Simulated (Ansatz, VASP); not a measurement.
# V (V strained to the junction's net): VASP beside Ansatz

Wanted: the spread between two codes on one cell, functional and k mesh. The structure shown is the end of the Ansatz relaxation below.

Calculated with Ansatz 0.2.0; plane waves, with VASP 6.6.1 beside it; single point at PBE.

## Step 1: Set-up

Symmetry: I4/mmm, No. 139, tetragonal system. The conventional cell has a = 3.003 Å, b = 3.003 Å, c = 2.994 Å, α = 90.00°, β = 90.00°, γ = 90.00°. V has 8 V at 2.60 Å nearest.

## Step 2: Ansatz: relaxation, PBE

Ansatz runs on its default PAW (the set named soft_2) files.

This run makes the geometry at which the two programs are then compared.

input.yaml reads:

```yaml
crystal:
  lattice:
    - [3.003, 0.0, 0.0]
    - [0.0, 3.003, 0.0]
    - [0.0, 0.0, 2.9639]
  atoms:
    - { symbol: V, position: [0.0, 0.0, 0.0] }
    - { symbol: V, position: [0.5, 0.5, 0.5] }
kpoints:
  mp_grid: { grid: [12, 12, 11] }
scf:
  occupations: { method: fermi_dirac, width: 0.1 }
  max_iter: 150
hamiltonian:
  xc: pbe
relax:
  f_tol: 0.01
  max_steps: 40
  cell: { fix: [a, b, angles] }
```

Command:

```console
$ ansatz run input.yaml --threads 4 --pin off --max-ram 12288MiB --backend cpu --events-out ev --progress --plain --runs-dir out
```

Numbers of over 12 decimals in the logs are rounded to 6 here.

The program printed:

```text
Engine: ansatz 0.2.0, x86_64-unknown-linux-gnu
Pseudopotentials: kind: paw
Pseudopotential: V, paw, valence charge 13, recommended cutoff 420 eV (normal), V.paw.azcp
Functional definition: PBE
  parameter kappa = 0.804
  parameter beta = 0.066725
  exchange = pbe_x(kappa = kappa, mu = beta*pi^2/3)
  correlation = pbe_c(beta = beta)
Crystal: 2 atoms, lattice volume = 26.728 Å³
Basis set: ecut = 420 eV, 497 PW (Γ), exchange–correlation on 48×48×40 points (8 copies of the dense FFT grid, shifted against one another)
Bands: 17, of which v1, the nominal top of the filled ones, is band 13 counted from 1 (12 counted from 0)
Symmetry: 32 space group operations
Space group: I4/mmm (ITA 139), of the structure as read, at distance tolerance 3.0e-5 Å
k-points: 168 of 1584
Non-local potential: V, projectors of the file, l = 0: 3, l = 1: 2, l = 2: 3, l = 3: 1
PAW form: soft (Blöchl's): semilocal exchange-correlation on the pseudo side does not see the compensation charge
PAW one-centre angular grid: V, 590 points (default); XC on 64 Gauss nodes
Initial density: superposition of atomic densities (neutral atoms: chi_scale 0, normalization atom), corrected by the library's trained network
Initial wavefunctions: pseudopotential atomic-orbital guess
Functional: x = pbe(κ = 0.804, μ = 0.219515), c = pbe(β = 0.066725)
SCF iter   1: F=—  HF=-5824.877082 eV  |F-HF|=—  |Δ(HF+E_count)|=         —  Δρ=4.66e-3  dr2=1.66e-3  ethr=1.77e-3  ⟨swp⟩=3.7  Hψ=10465  notcnv=0
preconditioner: auto → none  [metal: Δε(μ)=0.009 eV  Ē_g=3.445 eV  σ=0.100 eV  W_gap=0.02  n_scr=6 (ndim 8)  ℏωp=22.7 eV  f_vac=0.000  D(μ)=3.44/eV (n_scr^D=56)  sad-step TF]
SCF iter   2: F=—  HF=-5824.877354 eV  |F-HF|=—  |Δ(HF+E_count)|=   2.71e-4  Δρ=2.70e-3  dr2=5.85e-4  ethr=6.37e-6  ⟨swp⟩=1.0  Hψ=4200  notcnv=0
SCF iter   3: F=—  HF=-5824.877467 eV  |F-HF|=—  |Δ(HF+E_count)|=   1.14e-4  Δρ=3.20e-4  dr2=1.84e-5  ethr=2.25e-6  ⟨swp⟩=1.0  Hψ=2856  notcnv=0
SCF iter   4: F=—  HF=-5824.877546 eV  |F-HF|=—  |Δ(HF+E_count)|=   7.85e-5  Δρ=1.12e-4  dr2=2.34e-6  ethr=7.07e-8  ⟨swp⟩=2.2  Hψ=4875  notcnv=0
SCF iter   5: F=—  HF=-5824.877546 eV  |F-HF|=—  |Δ(HF+E_count)|=   2.38e-7  Δρ=3.89e-5  dr2=2.79e-7  ethr=9.01e-9  ⟨swp⟩=2.0  Hψ=3588  notcnv=0
SCF iter   6: F=-5824.877545 eV  HF=-5824.877546 eV  |F-HF|=6.70e-9  |Δ(HF+E_count)|=   5.44e-8  Δρ=6.64e-6  dr2=8.09e-9  ethr=3.85e-10  ⟨swp⟩=3.4  Hψ=8108  notcnv=0
SCF 1 converged in 6 iterations: F = -5824.877545 eV  dr2 = 8.09e-9
  greatest PAW one-centre occupation: 1.000 electrons in one spin orbital (limit 2), on the V atom at site 1 (counted from 0), in its partial waves of l = 0
relax step   1: F+E_penalty+E_count = -5824.87754549 eV  Δ(F+E_penalty+E_count) = +0.000e0 eV  max|allowed force component| = 1.065e-29 eV/Å  Δτ_max = 0.0000 Å  P = +1.602 GPa  Ω = 26.728 Å³  fix = [a, b, alpha, beta, gamma]  reactions: a +1.025, b +1.025 GPa  (6 SCF iters, dr2 threshold 1.00e-7 eV, accepted)
[...]
relax step   2: F+E_penalty+E_count = -5824.87971228 eV  Δ(F+E_penalty+E_count) = -2.167e-3 eV  max|allowed force component| = 1.085e-29 eV/Å  Δτ_max = 0.0000 Å  P = -0.311 GPa  Ω = 27.008 Å³  energy of the carried Pulay correction = -1.596e-4 eV  fix = [a, b, alpha, beta, gamma]  reactions: a -0.436, b -0.436 GPa  (6 SCF iters, dr2 threshold 2.00e-7 eV, accepted)
[...]
relax step   3: F+E_penalty+E_count = -5824.87971704 eV  Δ(F+E_penalty+E_count) = -4.756e-6 eV  max|allowed force component| = 8.776e-30 eV/Å  Δτ_max = 0.0000 Å  P = -0.270 GPa  Ω = 27.001 Å³  energy of the carried Pulay correction = -1.560e-4 eV  fix = [a, b, alpha, beta, gamma]  reactions: a -0.404, b -0.404 GPa  (7 SCF iters, accepted)
[...]
relax step   4: F+E_penalty+E_count = -5824.87987466 eV  Δ(F+E_penalty+E_count) = -1.576e-4 eV  max|allowed force component| = 6.262e-30 eV/Å  Δτ_max = 0.0000 Å  P = -0.269 GPa  Ω = 27.001 Å³  fix = [a, b, alpha, beta, gamma]  reactions: a -0.405, b -0.405 GPa  stress off target by 4.02e-3 GPa on what of the cell is left free  SCF on the basis re-selected at this cell (its energy is not comparable with the rows above)  (8 SCF iters)
basis re-selected at this cell: Δ(F+E_penalty+E_count) = -1.576e-4 eV, ΔP = +0.001 GPa vs the last step (what re-selecting the basis moved, of the pressure what is left beyond the Pulay correction that the steps carried, after the strain that the cell walked since its last selection, with what the two solves' SCF thresholds leave and, on support functions, any second-order correction that the steps lacked; it is no measure of the basis error at this ecutwfc). The dense FFT grid was sized anew with the basis: this SCF ran on 24×24×24 points, the steps before it on 24×24×20, so part of this shift can come from that change (see relax.cell in the input reference). [rest of the remark cut]
SCF converged after 8 iterations
Free energy (F): -5824.879875 eV
Harris-Foulkes:  -5824.879875 eV  (|F-HF|=1.82e-12)
Internal energy: -5824.766598 eV  (E = F + TS)
E sigma→0 (E₀):  -5824.823236 eV
Entropy (-TS):   -0.113276 eV (-56.638 meV/atom)
Fermi energy:    16.509542 eV
--- Per-component energies (eV) ---
  E_band       = -289.813439
  E_kinetic    = 672.823231
  E_local      = -1790.807270  (includes V_loc(G=0)·N_el)
  E_nonlocal   = -91.194345
  E_hartree    = 822.860540
  E_xc         = -261.007302
  E_vxc        = -330.902413  (∫ρ·V_xc dr)
  E_paw        = -2225.417630  (= ΣΔE_a)
  E_vpaw       = -395.454234  (= ΣTr[D̂ρ^β])
  E_aug_tail   = 0.000511  (compensation charges beyond the density's cutoff)
  E_ewald      = -2952.024334
  E_smearing   = -0.113276  (= −TS)
  E_closure    = -0.000000  (closes the sum)
  Σ components = -5824.879875   (vs F -5824.879875, Δ=0.00e0)
--- Forces (eV/Å), atoms counted from 1 ---
  atom   1  V     -0.00000000     0.00000000     0.00000000
  atom   2  V     -0.00000000    -0.00000000    -0.00000000
  max |Σ_I F_I| component: 3.75e-28 eV/Å
--- Stress (GPa, compression-positive) ---
       -0.404829      -0.000000       0.000000
       -0.000000      -0.404829      -0.000000
        0.000000      -0.000000       0.004022
  P = ⅓ Tr σ = -0.2685 GPa (-2.685 kbar)
--- Relaxed structure (3 steps of the walk, 3 accepted, 1 SCFs on fresh bases) ---
  F+E_penalty+E_count = -5824.87987466 eV   max|allowed force component| = 6.262e-30 eV/Å   (the final SCF, on the basis selected at the relaxed cell)
  cell:  # Å, volume = 27.0013 Å³
    - [3.003, 0, 0.0]
    - [0, 3.003, 0.0]
    - [0.0, 0.0, 2.994157]
  atoms:
    - { symbol: V, position: [0.0, 0.0, 0.0] }
    - { symbol: V, position: [0.5, 0.5, 0.500000] }
```

In the SCF lines HF is the Harris–Foulkes energy and dr2 the Hartree energy of the density residual, in eV; the loop may stop once dr2 is under the threshold and the program's other checks hold. Hψ counts applications of the Hamiltonian.

## Step 3: VASP: single point, PBE

The same cell, functional, mesh and smearing now go to VASP, with its own data sets.

Lines of VASP's logs that name or quote its potential files are left out, and so is its time.

INCAR reads:

```
SYSTEM = V
PREC = Accurate
ENCUT = 500
EDIFF = 1E-06
NELM = 120
ISMEAR = -1
SIGMA = 0.1
LREAL = .FALSE.
ALGO = Normal
GGA = PE
NBANDS = 19
LASPH = .TRUE.
LORBIT = 11
LWAVE = .FALSE.
LCHARG = .FALSE.
ISIF = 2
GGA_COMPAT = .FALSE.
```

POSCAR reads:

```
V
1.0
    3.0030000000      0.0000000000      0.0000000000
    0.0000000000      3.0030000000      0.0000000000
    0.0000000000      0.0000000000      2.9941571205
V
2
Direct
    0.0000000000      0.0000000000      0.0000000000
    0.5000000000      0.5000000000      0.5000000000
```

KPOINTS reads:

```
Automatic mesh
0
Gamma
12 12 11
0 0 0
```

Potentials, in the order of the species: V_sv (PBE family, release 64).

Command:

```console
$ mpirun -np 1 vasp_std
```

The program printed:

```text
[banner, memory and clock lines left out]
running    1 mpi-ranks, on    1 nodes
 distrk:  each k-point on    1 cores,    1 groups
 distr:  one band on    1 cores,    1 groups

 POSCAR found type information on POSCAR V
 POSCAR found :  1 types and       2 ions
 LDA part: xc-table for (Slater+PW92), standard interpolation
 POSCAR, INCAR and KPOINTS ok, starting setup
 FFT: planning ... GRIDC
 FFT: planning ... GRID_SOFT
 FFT: planning ... GRID
 WAVECAR not read
 entering main loop
       N       E                     dE             d eps       ncg     rms          rms(c)
DAV:   1     0.287642948224E+03    0.28764E+03   -0.14981E+04  6408   0.156E+03
DAV:   2    -0.120537793022E+02   -0.29970E+03   -0.29506E+03  6519   0.493E+02
DAV:   3    -0.207043251206E+02   -0.86505E+01   -0.83470E+01  7387   0.966E+01
DAV:   4    -0.208224729038E+02   -0.11815E+00   -0.11772E+00  7280   0.109E+01
DAV:   5    -0.208237922758E+02   -0.13194E-02   -0.13193E-02  7000   0.122E+00    0.258E+01
DAV:   6    -0.180874786016E+02    0.27363E+01   -0.12795E+01  6844   0.372E+01    0.241E+00
DAV:   7    -0.180574541445E+02    0.30024E-01   -0.99396E-02  6731   0.338E+00    0.129E+00
DAV:   8    -0.180418501919E+02    0.15604E-01   -0.15563E-02  7308   0.161E+00    0.143E-01
DAV:   9    -0.180418599121E+02   -0.97202E-05   -0.73762E-04  7113   0.305E-01    0.393E-02
DAV:  10    -0.180418667543E+02   -0.68422E-05   -0.23656E-05  7384   0.510E-02    0.605E-03
DAV:  11    -0.180418658328E+02    0.92157E-06   -0.14465E-06  4607   0.928E-03
   1 F= -.18041866E+02 E0= -.17985113E+02  d E =-.113505E+00
```

Parts of OUTCAR (step 3):

```text
ion  position               nearest neighbor table
   1  0.000  0.000  0.000-   2 2.60   2 2.60   2 2.60   2 2.60   2 2.60   2 2.60   2 2.60   2 2.60

  LATTYP: Found a simple tetragonal cell.
 ALAT       =     3.0030000000
 C/A-ratio  =     0.9970553182

 Subroutine GETGRP returns: Found 16 space group operations
 (whereof 16 operations were pure point group operations)

The static configuration has the point symmetry D_4h.

 Found    168 irreducible k-points:

   k-points           NKPTS =    168   k-points in BZ     NKDIM =    168   number of bands    NBANDS=     19

   dimension x,y,z NGX =    24 NGY =   24 NGZ =   24
   dimension x,y,z NGXF=    48 NGYF=   48 NGZF=   48

   ENCUT  =  500.0 eV  36.75 Ry    6.06 a.u.   5.48  5.48  5.46*2*pi/ulx,y,z

   NELECT =      26.0000    total number of electrons

 k-points in reciprocal lattice and weights: Automatic mesh
   0.00000000  0.00000000  0.00000000       0.001
   0.08333333  0.00000000  0.00000000       0.003
   0.16666667  0.00000000  0.00000000       0.003
   0.25000000  0.00000000  0.00000000       0.003
   0.33333333  0.00000000  0.00000000       0.003
   0.41666667  0.00000000  0.00000000       0.003
   0.50000000  0.00000000  0.00000000       0.001
   0.08333333  0.08333333  0.00000000       0.003
   0.16666667  0.08333333  0.00000000       0.005
[...]
0.50000000  0.41666667  0.45454545       0.005
   0.50000000  0.50000000  0.45454545       0.001

 average (electrostatic) potential at core
       1 -70.1836       2 -70.1836

 E-fermi :   9.7007

 k-point     1 :       0.0000    0.0000    0.0000
  band No.  band energies     occupation
    ...
      7     -27.3417      2.00000
      8     -27.3417      2.00000
      9       3.0972      2.00000
     10       6.6955      2.00000
     11       6.7042      2.00000
     12      10.0789      0.04452
     13      10.1023      0.03538
     14      10.1023      0.03538
     15      12.0852      0.00000
     16      12.1124      0.00000
    ...

 k-point     2 :       0.0833    0.0000    0.0000
  band No.  band energies     occupation
    ...
      7     -27.3516      2.00000
      8     -27.3516      2.00000
      9       3.2373      2.00000
     10       6.7736      2.00000
     11       6.7806      2.00000
     12      10.0697      0.04869
     13      10.0931      0.03873
     14      10.1520      0.02168
     15      11.9794      0.00000
     16      12.1475      0.00000
    ...

 k-point     3 :       0.1667    0.0000    0.0000
  band No.  band energies     occupation
    ...
      7     -27.3804      2.00000
      8     -27.3802      2.00000
      9       3.6462      2.00000
     10       6.9872      2.00000
     11       7.0011      2.00000
     12      10.0529      0.05736
     13      10.0760      0.04578
     14      10.2988      0.00504
     15      11.6564      0.00000
     16      12.2633      0.00000
    ...

  Total       -0.0513000     -0.0513000      0.0165323      0.0000000      0.0000000      0.0000000
  in kB       -3.0439885     -3.0439885      0.9809782      0.0000000      0.0000000      0.0000000
  external PRESSURE =      -1.7023329 kB  Pullay stress =       0.0000000 kB

  energy-cutoff  :      500.00
  volume of cell :       27.00
      direct lattice vectors                 reciprocal lattice vectors
     3.003000000  0.000000000  0.000000000     0.333000333  0.000000000  0.000000000
     0.000000000  3.003000000  0.000000000     0.000000000  0.333000333  0.000000000
     0.000000000  0.000000000  2.994157121     0.000000000  0.000000000  0.333983809

 POSITION                                       TOTAL-FORCE (eV/Angst)
 -----------------------------------------------------------------------------------
      0.00000      0.00000      0.00000        -0.000000     -0.000000      0.000000
      1.50150      1.50150      1.49708         0.000000      0.000000     -0.000000
 -----------------------------------------------------------------------------------
    total drift:                                0.000000      0.000000     -0.000000

  FREE ENERGIE OF THE ION-ELECTRON SYSTEM (eV)
  ---------------------------------------------------
  free  energy   TOTEN  =       -18.0418658328 eV

  energy  without entropy=      -17.9283606702  energy(sigma->0) =      -17.98511325

 total charge
# of ion       s       p       d       tot
------------------------------------------
    1        2.341   6.221   3.086  11.648
    2        2.341   6.221   3.086  11.648
--------------------------------------------------
tot          4.681  12.442   6.173  23.297

[... 3 further parts left out ...]
```

This run has no spin polarisation, so a moment on V, if there is one, isn't seen.

## Step 4: Comparison

Known differences besides the potentials themselves: the cutoff is 420 eV in Ansatz and 500 eV in VASP; Ansatz's pressure holds a Pulay correction, VASP's none. Total energies have different zeros and are not compared.

The two programs side by side:

```tsv
quantity	Ansatz	VASP	difference
pressure (GPa)	-0.27	-0.17	-0.10
```

## Step 5: Results

```
difference in pressure (single point, PBE) : -0.098 GPa
```

**Reading.** The difference in pressure is -0.098 GPa (single point, PBE), within the 1 GPa picked in this series as the mark of a large difference. Such differences can come from data sets, numerical settings and the points named under the comparisons, not from the functional's error against experiment.

[Lines on the potential files, build, host, timing and source positions are cut from VASP's logs without a mark.]

[Logs are printed without paths, hosts, clocks, repeated set-up lines and the standing remarks that a program may print on its own settings, such as how far it seeks lower states.]

[Hosts, paths, dates, database ids (printed as entryN), source tags and the programs' standing remarks are cut or masked in the printed files.]
